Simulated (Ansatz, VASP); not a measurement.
# Two plane-wave programs on Rh

File INCAR:

```
SYSTEM = Rh
ALGO = Normal
EDIFF = 1E-6
ENCUT = 520
GGA = PE
ISIF = 2
ISMEAR = 0
LASPH = .True.
LCHARG = .False.
LREAL = .False.
LWAVE = .False.
NBANDS = 14
NELM = 100
PREC = Accurate
SIGMA = 0.05
```

KPOINTS

```
k-points
0
Gamma
  20 20 20
  0 0 0
```

Contents of POSCAR:

```
Rh
1.0
   -1.5537604475      1.5537604475      1.5537604475
    1.5537604475     -1.5537604475      1.5537604475
    1.5537604475      1.5537604475     -1.5537604475
Rh
1
Direct
    0.0000000000      0.0000000000      0.0000000000
```

Input for Ansatz:

```yaml
crystal:
  lattice:
    - [-1.5537604475, 1.5537604475, 1.5537604475]
    - [1.5537604475, -1.5537604475, 1.5537604475]
    - [1.5537604475, 1.5537604475, -1.5537604475]
  atoms:
    - { symbol: Rh, position: [0.0, 0.0, 0.0] }
basis:
  ecutwfc: 600
  ecutrho_ratio: 5
kpoints:
  mp_grid: { grid: [20, 20, 20] }
hamiltonian:
  xc: pbe
scf:
  occupations: { method: gaussian, width: 0.05 }
output:
  forces: true
  stress: true
  eigenvalues: true
```

Alike in both runs: task single point; functional PBE; k mesh 20 × 20 × 20; occupations gaussian, width 0.05 eV; no spin polarisation.

|  | VASP | Ansatz |
| --- | --- | --- |
| version | VASP 6.6.1 | Ansatz 0.2.0 |
| potentials or method | VASP PAW PBE potentials, release 64 (Rh_pv) | scalar-relativistic, plane waves, PAW |
| plane-wave cutoff (eV) | 520 | 600 |
| valence electrons in the cell | 15 | 17 |

|  | VASP | Ansatz | Ansatz less VASP |
| --- | --- | --- | --- |
| gap on the k mesh at the Fermi level (eV) | none | none | - |
| pressure (GPa) | -7.7 | -7.9 | -0.14 |

A gap of «none» marks a metal or a gap that the smearing closes. The functional is the same, so the differences come from potentials, cutoffs and numerics. The two sets of potentials don't hold the same shells in valence.
